In one and the same fcc lattice, each valence electron added between Ba and Ta strengthens the binding by nearly 3 eV per atom on average, until Nb and Ta reach about 10 eV. Among the elements with only s and p valence electrons, the gain ends at C, and Sb and S bind less again. A likely reason is the room for bonding electrons. In Sb and S two electrons are spent on a full s band, and the p bands are half full already in Sb, whereas s and d bands together are half full only with six electrons.

Elements in the fcc structure (Fm-3m, one atom per primitive cell, on site M), computed with Ansatz 0.2.0: all-electron LAPW, PBEsol, scalar-relativistic, without spin polarisation, in fixed cells. Fermi-Dirac smearing is 0.03 to 0.08 eV, the basis error target 0.25 to 1 meV/atom. Free atoms are spherical and unpolarised; pressure is positive in compression.

```csv
element,Z,group (f elements as 3),period,cell,volume (Å³/atom),shortest distance from M (Å),energy less free atoms (eV/atom),pressure (GPa)
Li,3,1,2,Materials Project cell,20.35,3.06,-1.97,-0.1
Be,4,2,2,relaxed with PAW,7.873,2.23,-3.90,-1.3
C,6,14,2,relaxed with PAW,7.347,2.18,-5.17,-7.0
S,16,16,3,relaxed with PAW,15.86,2.82,-3.31,-5.1
K,19,1,4,Materials Project cell,78.05,4.80,-1.10,-0.3
Sc,21,3,4,relaxed with PAW,24.64,3.27,-4.87,-2.2
Y,39,3,5,Materials Project cell,33.24,3.61,-4.92,-2.8
Nb,41,5,5,measured cell (COD),18.92,2.99,-10.55,-6.6
Sb,51,15,5,measured cell (COD),24.49,3.26,-4.25,5.1
Ba,56,2,6,Materials Project cell,67.56,4.57,-2.08,-1.0
Yb,70,3,6,Materials Project cell,40.45,3.85,-1.95,-3.2
Hf,72,4,6,measured cell (COD),21.88,3.14,-7.82,-1.6
Ta,73,5,6,measured cell (COD),18.79,2.98,-10.20,-5.8
```

The column "energy less free atoms" is negative when the solid lies below its separated atoms, and its size is called the binding here. The atoms used as reference have equal numbers of up and down spins, and all the solids were computed without spin polarisation too. Real atoms with unpaired electrons lie lower, so the binding of such elements comes out too large. Nor are most of these solids the usual forms of their elements: C is a metal with twelve neighbours here, not diamond or graphite. The energies therefore serve to compare electron counts in one structure, not to predict heats of evaporation.

When atoms come together, each atomic level spreads into a band. In the lower part of the band the orbitals of neighbours combine in phase, charge gathers between the atoms, and the electrons are bonding. In the upper part they combine out of phase and the electrons are antibonding. Electrons enter from the bottom, so the first ones strengthen the solid and those beyond half filling weaken it.

The s–p elements show both halves of this story. Binding rises from Li through Be to C, with one, two and four valence electrons, and then falls to 4.25 eV for Sb with five and 3.31 eV for S with six. In S the computed Fermi energy lies in the upper part of the p bands, so antibonding levels are occupied. In Sb it lies near their middle, so the p bands are about half full there, and filling alone can't explain why Sb binds less than C. A likelier cause is that the larger Sb atoms have narrower p bands, 12.5 eV wide against 16.6 eV in C. From Sb to S both causes act: the p bands pass half filling and also narrow to 10.7 eV. The unpolarised reference affects these elements differently as well. It may supply much of the rise from Be to C, since the free C atom has two unpaired electrons and the free Be atom none.

With d orbitals at hand, five electrons are still on the rising side. Ta and Sb make a fair comparison, since each has five valence electrons and three unpaired spins in its free atom. Ta binds by 10.20 eV and Sb by 4.25 eV, a gap of about 6 eV. In Sb two of the five electrons fill the s band, which lies wholly below the p bands. A full band includes its antibonding levels, so it gives no net bonding and adds repulsion between the atoms. In Ta, to judge by the computed bands of Nb, all five electrons share overlapping s and d bands that are less than half full. The gap probably owes much to this difference, though the table can't separate it from other effects. The d series in the table ends there, so its expected turn near six or seven electrons rests on theory.

A simple model gives the size of the d contribution. Let the d band have width W, with its levels spread evenly about the atomic d level, and let it hold N of its ten possible electrons. The filled levels reach from −W/2 up to −W/2 + WN/10, so their average energy is −W(10 − N)/20. Multiplied by N, this gives a binding of W·N(10 − N)/20, the Friedel parabola. It vanishes for an empty and for a full band and is largest at five d electrons.

Nb can be worked through by hand. Two of its five valence electrons are counted as s electrons and credited with 2.0 eV, the mean binding of Ba and Yb; three are left for the d band. The computed bands give a rough d width of 8.4 eV, so the d part is 8.4 × 3 × 7/20 = 8.8 eV. The sum is 10.8 eV, against 10.55 eV in the table, and Nb's own binding energy did not enter the estimate.

The same recipe gives 4.9 eV for Y, as in the table, but only 4.1 eV for Sc, where the table has 4.87 eV. It thus predicts that Y should bind clearly more than Sc because its d band is wider, while the calculation finds the two almost equal. Filling and band width together follow the rise with electron count, but they don't settle the order within a column of the periodic table.

A parabola of constant width would flatten as it nears its top, yet the computed binding climbs almost evenly. A straight line through Ba, Yb, Sc, Y, Hf, Nb and Ta has a typical miss of 0.13 eV, against 0.34 eV for a parabola with one common width; the output below the text gives both fits. One reason can be read from the bands: between Y and Nb the d width grows from 6.4 to 8.4 eV. Additional bonding electrons pull the atoms together, closer atoms overlap more, and the wider band makes up for the smaller share that each new electron would otherwise gain. The unpolarised atoms also straighten the line, perhaps as much, and make it steeper, since they exaggerate the binding most where many spins are unpaired.

The even climb is therefore no law of a fixed gain per electron. Extended down to one valence electron, the straight line would leave K unbound, although K binds by 1.10 eV. The first electrons enter a broad s band and follow a different rule from the later ones, which enter d levels.

The band formula also leaves out a large effect, as the p elements reveal. Applied to the p bands of C, S and Sb, it gives a little over twice the computed binding. Band formation lowers the energy in proportion to the coupling between neighbours, while the repulsion of overlapping shells grows roughly as the square of that coupling. At the distance where the sum is lowest, the repulsion has then used up half of the band energy, which could explain much of the overshoot. The formula also spreads the levels evenly right up to the band edges, where real bands hold few, and this too makes the gain look larger than it is. The d estimate omits the same repulsion, so its closeness for Y and Nb depends on other omitted terms, such as the mixing of s and d orbitals, that act the other way.

Yb looks like the great exception if it is read as a neighbour of Sc and Y, for it binds 2.97 eV less than Y. Its f shell, however, is full and lies 0.3 to 0.4 eV below the Fermi energy at the centre of the Brillouin zone. Functionals of this kind tend to place such f levels too high, but even here they are filled. These compact, filled orbitals add little to the bonding and leave two valence electrons, so Yb belongs beside Ba. The small difference between those two may come largely from the cells used: a rough estimate from the pressure suggests that the stretched cell of Yb could account for about 0.1 eV.

Among elements with one or two s electrons, distance takes over from filling. K binds little more than half as strongly as Li, and its neighbours are about one and a half times as far apart. The attraction between an ion and its outer electron weakens roughly as the inverse of the distance, in the free atom as in the solid. If the difference between the two follows the same rule, K should bind about two thirds as strongly as Li, which is near the computed drop. Ba and Be, with two electrons each, differ in the same sense. Yb is an exception: its neighbours are closer than those of Ba, yet it binds no more strongly, so distance is not the only influence. A likely reason is that d levels mix more into the occupied bands of Ba.

The order of the two strongest binders should not be trusted. Nb comes out 0.35 eV ahead of Ta, whereas measured cohesive energies put Ta first. The free Nb atom has five unpaired electrons and the Ta atom three, and the energy gained by aligning spins grows roughly as the square of their number, here 25 against 9. The unpolarised reference thus flatters Nb more than Ta, which probably reverses their order, though no spin-polarised atom was computed to test it. Spin–orbit coupling, left out for Ta, could also shift the balance.

To place a similar metal, first count the electrons outside filled inner shells, which puts Yb with Ba. Then ask which bands they fill: a full s band like that of Sb takes two electrons out of the bonding, while in Ta all five can take part. Between s metals with the same count, such as Li and K, a large difference in distance matters as well. Even differences of an eV or so between open-shell elements call for properly spin-polarised atoms before they are given a meaning.

Numerical output:

```
fit of bind on 7 rows (dser > 0): constant -3.517 +/- 0.18, coefficient of nv 2.792 +/- 0.049; rms 0.129, worst Ta 0.243, leave-one-out rms 0.198
  rows outside the fit (model, value, miss): Li -0.725, 1.97, -2.69; Be 2.067, 3.9, -1.83; C 7.651, 5.17, 2.48; S 13.24, 3.31, 9.93; K -0.725, 1.1, -1.82; Sb 10.44, 4.25, 6.19
fit of bind on 7 rows (dser > 0): constant 1.74 +/- 0.25, coefficient of fr 7.95 +/- 0.37; rms 0.343, worst Nb -0.463, leave-one-out rms 0.478
  rows outside the fit (model, value, miss): Li 1.74, 1.97, -0.23; Be 1.74, 3.9, -2.16; C 1.74, 5.17, -3.43; S 1.74, 3.31, -1.57; K 1.74, 1.1, 0.64; Sb 1.74, 4.25, -2.51
Mean binding of Ba and Yb, taken as s part (eV/atom): 2.015
Rough d band width of Sc (eV): 4.669
Rough d band width of Y (eV): 6.392
Rough d band width of Nb (eV): 8.355
Binding of Sc estimated from its width, no fit (eV/atom): 4.116
Binding of Y estimated from its width, no fit (eV/atom): 4.891
Binding of Nb estimated from its width, no fit (eV/atom): 10.79
C, p band estimate over computed binding (ratio): 2.143
S, p band estimate over computed binding (ratio): 2.149
Sb, p band estimate over computed binding (ratio): 2.21
Nb binds more than Sb, both five valence electrons (eV/atom): 6.3
Y binds more than Yb (eV/atom): 2.97
Ba binds more than Yb (eV/atom): 0.13
Yb, highest f level at zone centre below Fermi energy (eV): 0.2776
Yb, lowest f level at zone centre below Fermi energy (eV): 0.4365
Binding of K over that of Li (ratio): 0.5584
Neighbour distance of Li over that of K (ratio): 0.6375
Nb binds more than Ta (eV/atom): 0.35
Squared number of unpaired atomic spins, Nb over Ta (ratio): 2.778
Yb, rough energy stored by the stretched cell (eV/atom): 0.08618
```
